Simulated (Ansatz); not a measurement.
Band structure of GeO₂ (P3_221, 9 atoms in the cell).

```xyz
9
Lattice="4.8539 0.0000 0.0000 -2.4269 4.2036 0.0000 0.0000 0.0000 5.5314" Properties=species:S:1:pos:R:3 pbc="T T T"
Ge     1.3386     2.3185     2.7657
Ge     2.1768     0.0000     0.9219
Ge    -1.0884     1.8851     4.6095
O      0.5260     1.6609     4.1191
O      0.7256     3.8287     2.2753
O     -1.2516     2.9176     0.4315
O      1.1753     1.2860     1.4123
O      2.9530     2.5427     3.2561
O      3.1525     0.3749     5.0999
```

Method of the run: PBE, PAW files (plane waves; Ansatz, an electronic-structure program).

Settings: basis.ecutwfc = 420 eV; kpoints.mp_grid.grid = 6 6 5; hamiltonian.xc = pbe; hamiltonian.pseudopotentials = {kind: paw} (the program's default PAW files); scf.occupations.method = gaussian; scf.occupations.width = 0.01 eV; kpoints.band_path.npoints = 6.

The starting cell comes from a database of computed structures (which also holds hypothetical and non-ambient phases and stackings), without a prior relaxation at this level. Its lattice was rescaled by a random factor within 2.5 % of one.

Problem. Predict the gap along the standard path and the places of the band edges.

Solution. The gap along the path is 4.19 eV, from L to Γ; the smallest direct gap on it is 4.24 eV.

Levels in eV from the top of the valence band on the path, bands 36 to 43:
| point | 36 | 37 | 38 | 39 | 40 | 41 | 42 | 43 |
|---|---|---|---|---|---|---|---|---|
| Γ | -0.35 | -0.31 | -0.05 | -0.05 | 4.19 | 8.42 | 8.42 | 9.77 |
| M | -0.40 | -0.23 | -0.14 | -0.02 | 6.37 | 7.46 | 8.02 | 8.90 |
| K | -0.45 | -0.13 | -0.13 | -0.01 | 6.94 | 6.94 | 8.10 | 9.58 |
| A | -0.59 | -0.59 | -0.44 | -0.11 | 6.25 | 6.25 | 9.25 | 9.25 |
| L | -0.64 | -0.54 | -0.34 | 0.00 | 6.66 | 7.57 | 8.75 | 9.27 |
| H | -0.74 | -0.42 | -0.24 | -0.24 | 6.73 | 8.05 | 8.05 | 9.57 |

Keys are those of Ansatz 0.2.
